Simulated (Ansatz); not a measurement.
Relaxed LaAlO3 (R-3c-perovskite type, space group R-3c):

```yaml
crystal:
  lattice:
    - [2.70622, 1.56244, 4.39751]
    - [-2.70622, 1.56244, 4.39751]
    - [0.00000, -3.12488, 4.39751]
  atoms:
    - { symbol: La, position: [0.25000, 0.25000, 0.25000] }
    - { symbol: La, position: [0.75000, 0.75000, 0.75000] }
    - { symbol: Al, position: [0.00000, 0.00000, 0.00000] }
    - { symbol: Al, position: [0.50000, 0.50000, 0.50000] }
    - { symbol: O, position: [0.78870, 0.71130, 0.25000] }
    - { symbol: O, position: [0.25000, 0.78870, 0.71130] }
    - { symbol: O, position: [0.71130, 0.25000, 0.78870] }
    - { symbol: O, position: [0.21130, 0.28870, 0.75000] }
    - { symbol: O, position: [0.75000, 0.21130, 0.28870] }
    - { symbol: O, position: [0.28870, 0.75000, 0.21130] }
```

The atoms are displaced by Q × the pattern below (from a DFPT mode at Γ, largest move 1; Q in Å), at fixed cell.

```json
[
 {"atom": "Al3", "x": "0.000", "y": "0.000", "z": "-1.000"},
 {"atom": "Al4", "x": "0.000", "y": "0.000", "z": "1.000"},
 {"atom": "O5", "x": "0.106", "y": "0.000", "z": "0.000"},
 {"atom": "O6", "x": "-0.053", "y": "0.091", "z": "0.000"},
 {"atom": "O7", "x": "-0.053", "y": "-0.091", "z": "0.000"},
 {"atom": "O8", "x": "0.106", "y": "0.000", "z": "0.000"},
 {"atom": "O9", "x": "-0.053", "y": "0.091", "z": "0.000"},
 {"atom": "O10", "x": "-0.053", "y": "-0.091", "z": "0.000"}
]
```

Atoms not listed stay in place.

Method: PBE (plane waves to 420 eV, PAW, scalar-relativistic; Ansatz, an electronic-structure program). k mesh 8×8×8 (Γ-centred), Fermi-Dirac smearing 0.05 eV. Energies are smeared free energies. LaAlO3 is run without spin polarisation. LaAlO3 was relaxed with its symmetry unable to fall. The PAW data are Ansatz's earlier set. The zero of ΔE is the undisplaced structure.

The scan covers Q from -0.100 to 0.100 Å in 13 points.

Question: Which space group does the distorted structure have?

Answer: R32 (No. 155), lowered from R-3c.

Question: Is this a single well or a double well?

Answer: A single well with its minimum at or next to zero displacement.

Question: Is the energy the same for equal positive and negative displacements?

Answer: Even: the same for both signs.

Question: What is the energy change at Q = 0.100 Å?

Answer: 223.9 meV/cell.

Question: What harmonic wavenumber does the curvature at Q = 0 give?

Answer: 471 cm⁻¹.

(A displaced cell: forces are minus the slopes of the energy, force constants its curvatures, and phonons follow from these.)
